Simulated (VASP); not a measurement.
**S: single point with PBE+D3(BJ)**

S:

```
CELL_PARAMETERS angstrom
3.59564 0.00000 0.00000
0.00000 3.59564 0.00000
0.00000 0.00000 3.59564
ATOMIC_POSITIONS crystal
S 0.00000 0.00000 0.00000
```

This isn't the form of S at room conditions, which is orthorhombic, of S8 rings.

* Program: VASP 6.6.1
* Task: single point
* Functional: PBE
* Dispersion: D3(BJ)
* Potentials or basis: VASP PAW PBE potentials, release 64 (S)
* Cutoff: 520 eV
* k mesh: 7 × 7 × 7
* Occupations: methfessel-paxton, width 0.05 eV
* Spin: no spin polarisation

```json
{
 "Pressure": "-8.0 GPa",
 "Band gap on the k mesh": "none (metal or under the smearing width)",
 "Dispersion energy per atom": "-0.123 eV"
}
```

Levels at points of the mesh, in eV from the Fermi level:
```csv
k point,band 1,band 2,band 3,band 4,band 5,band 6,band 7,band 8
"(0.00, 0.00, 0.00)",-11.36,0.29,0.29,0.29,6.16,9.29,9.29,15.62
```

Run time: 2.9 s on 1 thread of Intel(R) Xeon(R) 6975P-C (Granite Rapids) (shared host), peak memory 0.15 GiB.

Caveat: pairwise dispersion overbinds metals, which lowers pressure and volume.
